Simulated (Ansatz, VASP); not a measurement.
# Al35RuN36 (Ru_Al) in two plane-wave programs, part 3 of 3

Wanted: the spread between two codes on one cell, functional and k mesh. Of the first pair: The structure shown is the start of the Ansatz relaxation below; VASP solves that cell, so the two are compared at the walk's first step.

VASP 6.6.1 and Ansatz 0.2.0.

So far: Starting point; Ansatz: relaxation, r2SCAN; VASP: single point, r2SCAN, start cell, pair 1; Side by side.

### Step 6. VASP: single point, r2SCAN, relaxed cell, pair 2

Level of this step: r2SCAN, spin-polarised from a ferromagnetic start; plane waves and PAW (Al, N, Ru_pv) (VASP).

The same cell, functional and mesh now go to VASP, with its own data sets.

INCAR

```
SYSTEM = Al35RuN36
PREC = Accurate
ENCUT = 580
EDIFF = 1E-06
NELM = 200
ISMEAR = 0
SIGMA = 0.01
LREAL = Auto
ALGO = Normal
METAGGA = R2SCAN
LASPH = .TRUE.
NELECT = 298
NBANDS = 200
ISPIN = 2
MAGMOM = 0 0.01 0 0 0 0 0 0 0 -0 0 0 -0 0.01 0 0 0 0 -0 0 0 0 0 0 -0 0 0 -0 0.01 0 0 0 0.01 0 0 0 0 0 0 0.2 0 0 0 0 0 0 0 0.02 0 0 0 0.21 -0.01 0 0.09 0.2 0 0 0 0.01 -0 0 -0 0.02 0 0 0 0 0 0 0 1.89
LMAXMIX = 4
LORBIT = 11
LWAVE = .FALSE.
LCHARG = .FALSE.
ISIF = 2
ISYM = 0
NUPDOWN = 4
GGA_COMPAT = .FALSE.
LMIXTAU = .TRUE.
NCORE = 2
```

POSCAR

```
Al35RuN36
1.0
    9.3195655372      0.0000000854      0.0000000000
   -4.6597828426      8.0709804647      0.0000000000
    0.0000000000      0.0000000000      9.9564777200
Al N Ru
35 36 1
Direct
    0.2231457851      0.1107987348      0.2494573640
    0.1087306995      0.2172621469      0.5009693487
    0.2228838120      0.1104362031      0.7506168817
    0.1116881298      0.2210633181      0.9995788443
    0.2187156945      0.4421935182      0.2463449105
    0.1090676640      0.5575575831      0.5011940149
    0.2172152819      0.4414556575      0.7516789746
    0.1117543484      0.5564328445      0.9995393602
    0.2231483969      0.7780609866      0.2494363029
    0.1121727131      0.8890404098      0.4995557848
    0.2229735145      0.7782911064      0.7507091438
    0.1122254744      0.8890220291      0.0002350157
    0.5568027703      0.1112080821      0.2499004126
    0.4436553930      0.2169998234      0.5011809780
    0.5574593172      0.1116150978      0.7505257585
    0.4447735720      0.2210471824      0.9995272647
    0.5590450214      0.4420938769      0.2462408321
    0.5597814617      0.4414578256      0.7517755181
    0.4455908099      0.5556738740      0.0023348899
    0.5589871626      0.7824698939      0.2463562448
    0.4436286853      0.8921548649      0.5012356445
    0.5598532256      0.7840791835      0.7517304891
    0.4448091433      0.8895148384      0.9995433383
    0.8899353204      0.1112978269      0.2499568466
    0.7789734371      0.2222651517      0.4995115695
    0.8896652146      0.1116351611      0.7504961843
    0.7788918761      0.2223718351      0.0004547661
    0.8900302407      0.4444356297      0.2499038006
    0.7841353501      0.5575184262      0.5011796080
    0.8896904805      0.4438240987      0.7505187088
    0.7802241440      0.5564771346      0.9995536054
    0.8904123489      0.7780823184      0.2494872932
    0.7839725950      0.8924751917      0.5010411457
    0.8908125576      0.7783458017      0.7506434377
    0.7801815923      0.8895551182      0.9996046696
    0.2231207484      0.1113118974      0.4403827999
    0.1119977201      0.2212870136      0.1897606036
    0.2229689761      0.1110710571      0.9404564956
    0.1122181528      0.2218591257      0.6909071509
    0.2058958865      0.4360776359      0.4381835810
    0.1120563515      0.5559953422      0.1896888293
    0.2243339670      0.4452544796      0.9413060739
    0.1123236062      0.5557931330      0.6910482518
    0.2230838571      0.7781464371      0.4403726423
    0.1123710961      0.8888292526      0.1906209525
    0.2230292500      0.7782341013      0.9405048127
    0.1123959448      0.8888421580      0.6900429478
    0.5564216345      0.1111242374      0.4403840849
    0.4451974478      0.2211826520      0.1896661704
    0.5568008962      0.1115561690      0.9404216096
    0.4454453184      0.2217603175      0.6910381624
    0.5653826480      0.4356961625      0.4380410343
    0.4457545947      0.5554335095      0.1971252471
    0.5559708836      0.4452859092      0.9413609697
    0.4458581150      0.5555861276      0.6909493958
    0.5650751879      0.7952434737      0.4383107142
    0.4452252748      0.8891602783      0.1897103146
    0.5559685045      0.7769169850      0.9413401969
    0.4455188992      0.8889597594      0.6910885819
    0.8898869983      0.1112695172      0.4402627839
    0.7790615780      0.2221896331      0.1909661791
    0.8896745465      0.1115372505      0.9404282229
    0.7790904380      0.2222121745      0.6902685094
    0.8900509752      0.4447987314      0.4403825492
    0.7800134416      0.5560290567      0.1897216017
    0.8897400661      0.4444477893      0.9404196187
    0.7794503675      0.5557701742      0.6910547052
    0.8898965227      0.7780823874      0.4404062263
    0.7799146113      0.8892246493      0.1898132620
    0.8901648225      0.7782458431      0.9404803549
    0.7794541639      0.8890783310      0.6909557278
    0.4456753858      0.5555896562      0.4955055030
```

KPOINTS

```
Points of the shifted mesh
1
Reciprocal
 0.2500000000  0.2500000000  0.2500000000 1
```

Potentials, in the order of the species: Al, N and Ru_pv (PBE family, release 64).

Started as:

```
$ mpirun -np 8 vasp_std
```

Numbers of over 12 decimals in the logs are rounded to 6 here.

The log of the run:

```text
[banner, memory and clock lines left out]
running    8 mpi-ranks, on    1 nodes
[...]
[... a notice as in an earlier step ...]

 LDA part: xc-table for (None), standard interpolation
 POSCAR, INCAR and KPOINTS ok, starting setup
[...]
entering main loop
       N       E                     dE             d eps       ncg     rms          rms(c)
DAV:   1     0.131300278030E+04    0.13130E+04   -0.15544E+05   800   0.153E+03
DAV:   2    -0.709590817802E+03   -0.20226E+04   -0.19287E+04   976   0.317E+02
DAV:   3    -0.872281939081E+03   -0.16269E+03   -0.16123E+03   960   0.962E+01
DAV:   4    -0.875214587889E+03   -0.29326E+01   -0.29194E+01   960   0.134E+01
DAV:   5    -0.875273427063E+03   -0.58839E-01   -0.58771E-01   968   0.180E+00BRMIX: very serious problems
 the old and the new charge density differ
 old charge density:   299.00000 new  298.00000
    0.613E+01
DAV:   6    -0.741499547657E+03    0.13377E+03   -0.33913E+02   928   0.394E+01    0.394E+01
DAV:   7    -0.719303871898E+03    0.22196E+02   -0.41990E+01   904   0.220E+01    0.296E+01
DAV:   8    -0.707898118440E+03    0.11406E+02   -0.44194E+00   856   0.678E+00    0.121E+01
DAV:   9    -0.707266411388E+03    0.63171E+00   -0.22404E+00   928   0.591E+00    0.800E+00
[...]
DAV:  19    -0.712304210258E+03    0.15426E-05   -0.42572E-06   824   0.604E-03    0.293E-03
DAV:  20    -0.712304213799E+03   -0.35409E-05   -0.17897E-06   576   0.467E-03    0.127E-03
DAV:  21    -0.712304213579E+03    0.21996E-06   -0.31076E-07   496   0.152E-03
   1 F= -.71230421E+03 E0= -.71230421E+03  d E =-.365602E-22  mag=     4.0000
```

Parts of OUTCAR (step 6):

```text
  FREE ENERGIE OF THE ION-ELECTRON SYSTEM (eV)
  ---------------------------------------------------
  free  energy   TOTEN  =      -712.3042135790 eV

  energy  without entropy=     -712.3042135790  energy(sigma->0) =     -712.30421358

 magnetization (x)
# of ion       s       p       d       tot
------------------------------------------
    1        0.000   0.000   0.000   0.000
    2        0.003   0.006   0.000   0.010
    3        0.000   0.000   0.000   0.000
    4        0.000   0.000   0.000   0.000
    5        0.001   0.002   0.000   0.004
    6        0.002   0.005   0.000   0.007
    7        0.003   0.006   0.000   0.009
    8        0.000   0.000   0.000   0.000
    9       -0.000   0.000   0.000   0.000
   10       -0.000  -0.000   0.000  -0.000
   11        0.000   0.000   0.000   0.000
   12        0.000   0.000   0.000   0.000
   13       -0.000  -0.000   0.000  -0.000
[...]
--------------------------------------------------
tot          0.075   0.824   2.465   3.364
```

The run ends at a pressure of -0.85 GPa, with forces up to 0.071 eV/Å.

### Step 7. Side by side

What differs besides the data sets and the points named for the pairs above, as far as they apply: site moments are counted in spheres of each program's own size. Total energies have different zeros and are not compared.

The two programs side by side:

```
                             quantity  Ansatz  VASP  difference
total moment, fixed by the input (μB)    4.00  4.00        0.00
                  moment on Ru72 (μB)    1.89  2.54       -0.65
                   moment on N52 (μB)    0.21  0.20       +0.01
                   moment on N56 (μB)    0.20  0.19       +0.01
                   moment on N40 (μB)    0.20  0.19       +0.01
                   moment on N55 (μB)    0.09  0.08       +0.01
```

At this near-relaxed geometry the largest component of a force difference is 72 meV/Å. The cell carries a charge of +1 e against a uniform background, so its pressure also hangs on how the neutralising background is counted, and in a defect's cell a gap may be the spacing between its levels.

### Step 8. Results

| Item | Value |
| --- | --- |
| r.m.s. force difference (single point, r2SCAN, start cell, pair 1) | 1.3 % of the r.m.s. force |
| difference in moment on Ru72 (single point, r2SCAN, relaxed cell, pair 2) | -0.65 μB |
| r.m.s. force difference (single point, r2SCAN, relaxed cell, pair 2) | 7.5 meV/Å |

**Reading.** The r.m.s. force difference is 7.5 meV/Å (single point, r2SCAN, relaxed cell, pair 2), within the 12 meV/Å picked in this series as the mark of a large difference. The data sets hold unlike numbers of valence electrons (300 in Ansatz and 298 in VASP), so part of the differences comes from the potentials. How closely two codes agree says nothing of how well the functional describes the real material.

[Lines on the potential files, build, host, timing and source positions are cut from VASP's logs without a mark.]

[Logs are printed without paths, hosts, clocks, repeated set-up lines and the standing remarks that a program may print on its own settings, such as how far it seeks lower states.]

[Hosts, paths, dates, database ids (printed as entryN), source tags and the programs' standing remarks are cut or masked in the printed files.]
